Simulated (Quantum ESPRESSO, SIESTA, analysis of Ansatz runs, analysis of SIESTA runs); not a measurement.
# Si_Ga in GaN (F-43m): levels and formation energies (SIESTA), part 3 of 3

Question: at which Fermi levels does Si_Ga in GaN (F-43m) change its charge? Model: a cell of 54 host atoms with 1 Ga taken out and 1 Si put in.

SIESTA 5.4.2; SIESTA numerical-orbital DFT, PBEsol, DZP basis, PseudoDojo 0.4.1 potentials converted to PSML; charged supercells in a uniform background, point-charge correction with alignment at far sites.

So far. Step 2 (Band edges): The gap at this level is 1.65 eV.

## (3) Relaxing each charge state (continued)

Level of this step: SIESTA numerical-orbital DFT, PBEsol, DZP basis, PseudoDojo 0.4.1 potentials converted to PSML; relaxation of all atoms of a defect supercell (SIESTA).

Valence density in the ac plane at fractional y = 0.667, through the centre, with atoms of Ga and Si within 0.45 Å of it. It is the smooth field of the valence electrons, not physical close to the nuclei.

Values in units of 1e0 e/Å³, 13 rows by 16 columns, each cell a mean:
```
7.1 2.4 0.2 0.1 1.3 6.2 4.6 0.3 0.1 0.4 4.6 6.7 0.8 0.1 0.2 2.7
0.4 0.5 0.3 0.1 0.1 0.4 0.6 0.3 0.1 0.1 0.2 0.6 0.4 0.2 0.1 0.1
0.3 0.9 1.0 0.4 0.2 0.4 1.0 0.9 0.3 0.2 0.3 0.6 1.0 0.5 0.3 0.3
4.1 0.7 1.0 0.7 0.4 0.3 0.8 1.0 0.6 2.2 6.6 2.4 0.7 0.6 0.7 6.2
8.2 2.5 0.3 0.3 0.3 0.1 0.3 0.3 0.2 1.2 6.2 8.1 0.8 0.2 0.3 5.1
1.4 0.8 0.2 0.1 0.2 0.4 0.6 0.3 0.1 0.1 0.6 1.4 0.5 0.1 0.1 0.3
0.4 0.8 0.5 0.2 0.2 0.4 1.1 1.0 0.3 0.2 0.2 0.6 0.8 0.4 0.2 0.2
1.7 0.8 0.9 0.5 2.5 2.8 0.8 0.9 0.6 1.3 3.7 1.1 0.9 0.7 0.6 3.5
7.7 1.7 0.3 0.4 5.0 7.6 4.5 0.3 0.2 2.0 7.8 7.0 0.7 0.3 0.6 7.6
4.4 1.4 0.2 0.1 0.4 3.4 2.7 0.3 0.1 0.2 2.0 3.9 0.6 0.1 0.1 0.9
0.4 0.6 0.3 0.1 0.1 0.3 0.6 0.5 0.2 0.1 0.2 0.5 0.6 0.2 0.1 0.1
0.6 0.9 0.9 0.4 0.8 0.7 0.8 1.0 0.5 0.6 0.9 0.6 1.1 0.7 0.4 1.0
6.0 1.1 0.5 0.5 5.9 6.8 2.5 0.5 0.4 2.6 7.9 4.6 0.6 0.5 0.7 7.9
```
Columns run along a (9.6 Å), rows up along c (9.6 Å). Atoms in or near the plane, at fractional coordinates: Ga at (0.00, 0.00), Ga at (0.00, 0.33), Ga at (0.00, 0.67), Ga at (0.33, 0.00), Ga at (0.33, 0.33), Si at (0.33, 0.67), Ga at (0.67, 0.00), Ga at (0.67, 0.33), Ga at (0.67, 0.67).

The states that were run, at 2×2×2 shifted by half a step, on 1 MPI rank of Arm Neoverse V2, shared host:

```
charge  moment (μB)    outcome  structures computed  largest displacement of a host atom from its site (Å)  lowest empty less highest filled level (eV)    time
    +1            0  converged                    7                                                   0.16                                         2.38  44 min
    −1            0  converged                    7                                                   0.17                                         0.23  45 min
     0            1  converged                    7                                                   0.17                                        -0.92  75 min
```

At charge 0 filled and empty levels, counted over both spins and all k-points, touch or overlap: the last carrier shares a level or a band, or the held moment keeps an electron of one spin above an empty level of the other.

Against the host's sites the lattice moves most at charge −1 (0.17 Å); the smallest move among the states is 0.16 Å.

## (4) Corrections and levels

A charged cell interacts with its images and the background. The point-charge term, screened by the static dielectric constant, takes that out, and the potential far from the defect is aligned with the host's. Chemical potentials: Ga (alpha-Ga (Cmce)), N (N2 molecule) and Si (diamond), run alike.

By state, in eV; the first energy still holds the atoms taken out or put in:

```
charge  moment (μB)  energy over the host, electrons at the valence top  point-charge term  potential shift at far sites  its spread  correction
    −1            0                                             1965.30              0.226                         0.159       0.011       0.066
     0            1                                             1962.32              0.000                             -           -       0.000
    +1            0                                             1959.35              0.226                         0.002       0.019       0.228
```

Potentials at atomic sites for charge −1, some of the atoms; distances and the model charge refer to the site on which the defect was built:

```
atom  distance from that site (Å)  potential less the host's (eV)  point-charge model (eV)
 N18                        1.788                          -0.384                    0.311
 Ga5                        3.191                          -0.017                    0.015
Ga31                        3.195                          -0.009                    0.014
Ga33                        3.201                          -0.009                    0.013
  N8                        3.753                           0.006                   -0.033
 N14                        3.757                           0.011                   -0.034
 Ga3                        4.532                           0.074                   -0.076
 N24                        4.930                           0.104                   -0.063
Ga37                        5.539                           0.093                   -0.076
Ga11                        5.541                           0.067                   -0.076
  N2                        5.880                           0.069                   -0.093
```

Over the charge states the far sites scatter by a standard deviation of up to 0.02 eV about the model once its mean shift is taken off, which is the uncertainty of the alignment.

Limit set by the element alone; other compounds of these elements are not counted. Chemical potentials from the elements' reference states: Ga 0.00 eV, N -1.56 eV, Si 0.00 eV. Formation energy by charge state (Ga-rich; gap 1.65 eV):

```
charge  at valence top (eV)  at conduction bottom (eV)  correction included (eV)
    +1                -2.50                      -0.85                      0.23
     0                 0.24                       0.24                      0.00
    −1                 3.29                       1.64                      0.07
```

Fermi level (eV), lowest formation energy (eV) and a bar from the least value:
```
     0.00      -2.50 
     0.15      -2.35 ###
     0.30      -2.20 #####
     0.45      -2.05 ########
     0.60      -1.90 ###########
     0.75      -1.75 ##############
     0.90      -1.60 ################
     1.05      -1.45 ###################
     1.20      -1.30 ######################
     1.35      -1.15 #########################
     1.50      -1.00 ###########################
     1.65      -0.85 ##############################
```

Limit set by the element alone; other compounds of these elements are not counted. Chemical potentials from the elements' reference states: N 0.00 eV, Ga -1.56 eV, Si 0.00 eV. Formation energies (N-rich), with the Fermi level at the valence top and at the conduction bottom (gap 1.65 eV):

```
charge  at valence top (eV)  at conduction bottom (eV)  correction included (eV)
    +1                -4.06                      -2.41                      0.23
     0                -1.33                      -1.33                      0.00
    −1                 1.72                       0.07                      0.07
```

Fermi level (eV), lowest formation energy (eV) and a bar from the least value:
```
     0.00      -4.06 
     0.15      -3.91 ###
     0.30      -3.76 #####
     0.45      -3.61 ########
     0.60      -3.46 ###########
     0.75      -3.31 ##############
     0.90      -3.16 ################
     1.05      -3.01 ###################
     1.20      -2.86 ######################
     1.35      -2.71 #########################
     1.50      -2.56 ###########################
     1.65      -2.41 ##############################
```

So at this level: (+1/0) at 2.74 eV (2.96 without the correction) and (0/−1) at 3.05 eV (2.98 without the correction), in a gap of 1.65 eV. (+1/0) and (0/−1) lie outside the gap, so the charge beyond is not the lowest at any Fermi level in the gap, within the error of the correction.

## (5) Outcome

- gap of the host (SIESTA, PBEsol): 1.65 eV

**Reading.** At the level trusted most (SIESTA, PBEsol, DZP, 2×2×2) no transition falls inside the gap of 1.65 eV: charge +1 is lowest across it. Of the charges placed (−1, 0 and +1), +1 is the lowest from 0.02 eV above the valence top to 0.02 eV below the conduction bottom, a gap of 1.65 eV. (+1/0) and (0/−1) reach a band edge before or after the correction; the carrier may then sit in a band, where the point-charge correction doesn't apply and the value depends on how these k-points fill the band, which is not corrected here. Only the charges −1, 0 and +1 were placed; others may be stable too. Compounds of Si with the host's elements are not counted; they lower the chemical potential of the dopant and raise these formation energies. Keep in mind: PBEsol makes the gap too small and tends to spread out bound carriers; where a gas molecule sets a chemical potential or the host's formation energy, its binding is uncorrected.

[Logs are printed without paths, hosts, clocks, repeated set-up lines and the standing remarks that a program may print on its own settings, such as how far it seeks lower states.]

[Hosts, paths, dates, database ids (printed as entryN), source tags and the programs' standing remarks are cut or masked in the printed files.]

[For some hosts the program warned that the k-mesh of the response run may be too coarse for force constants and the static dielectric constant; such warnings are not shown here.]

[Charge tables in the logs are Mulliken or Hirshfeld populations, whose sizes and signs can differ; where basis functions stand at a vacancy, SIESTA counts their charge against the missing atom's valence.]

[In relaxation paths of CP2K, step 0 can be the structure after the first move, since the trajectory file begins there, and the last row can be the final structure solved once more.]
